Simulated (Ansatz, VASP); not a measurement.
## Two plane-wave programs on AlN

File INCAR:

```
SYSTEM = AlN
  PREC = Accurate
  ENCUT = 520
  EDIFF = 1E-6
  ISMEAR = 0
  SIGMA = 0.05
  LREAL = .False.
  LASPH = .True.
  NELM = 80
  ALGO = Normal
  ISIF = 2
  LWAVE = .False.
  LCHARG = .False.
  GGA = PE
  NBANDS = 16
```

File KPOINTS:

```
Automatic mesh
0
Gamma
  9 9 6
  0 0 0
```

The input POSCAR:

```
AlN
1.0
    3.2306423571      0.0000000000      0.0000000000
   -1.6153211785      2.7978183518      0.0000000000
    0.0000000000      0.0000000000      4.0829004857
Al N
2 2
Direct
    0.3333333333      0.6666666667      0.7576365105
    0.6666666667      0.3333333333      0.2576365105
    0.3333333333      0.6666666667      0.2352898692
    0.6666666667      0.3333333333      0.7352898692
```

Input for Ansatz:

```yaml
crystal:
  lattice:
    - [3.2306423571, 0.0, 0.0]
    - [-1.6153211785, 2.7978183518, 0.0]
    - [0.0, 0.0, 4.0829004857]
  atoms:
    - { symbol: Al, position: [0.3333333333, 0.6666666667, 0.7576365105] }
    - { symbol: Al, position: [0.6666666667, 0.3333333333, 0.2576365105] }
    - { symbol: "N", position: [0.3333333333, 0.6666666667, 0.2352898692] }
    - { symbol: "N", position: [0.6666666667, 0.3333333333, 0.7352898692] }
basis:
  ecutwfc: 520.0
kpoints:
  mp_grid: { grid: [9, 9, 6] }
hamiltonian:
  xc: pbe
  pseudopotentials: { kind: paw, azcp: { folder: soft_1 } }
scf:
  occupations: { method: gaussian, width: 0.05 }
output:
  forces: true
  stress: true
  eigenvalues: true
```

Change from the starting cell: mode 4 frozen in at -0.062 Å, equal normal strain along x, y and z -0.0250.

Alike in both runs: task single point; functional PBE; k mesh 9 × 9 × 6; occupations gaussian, width 0.05 eV; no spin polarisation.

|  | VASP | Ansatz |
| --- | --- | --- |
| version | VASP 6.6.1 | Ansatz 0.2.0 |
| potentials or method | VASP PAW PBE potentials, release 64 (Al, N) | scalar-relativistic, plane waves, PAW |
| plane-wave cutoff (eV) | 520 | 520 |
| valence electrons in the cell | 16 | 16 |

|  | VASP | Ansatz | Ansatz less VASP |
| --- | --- | --- | --- |
| gap on the k mesh at the Fermi level (eV) | 3.87 | 3.86 | -0.013 |
| least direct gap on the mesh (eV) | 3.87 | 3.86 | -0.013 |
| pressure (GPa) | 19.0 | 19.1 | +0.15 |
| largest component of the traceless stress (GPa) | 0.94 | 0.79 | -0.148 |
| rms of the force components (eV/Å) | 0.195 | 0.194 | -0.0010 |

Atom by atom the forces differ by 0.001 eV/Å (rms over components).

Caveats: so large a pressure means that the cell lies far from this level's equilibrium, or that cutoff or potentials fall short (VASP); an odd mesh through Γ misses points on the zone boundary, where band edges often lie.
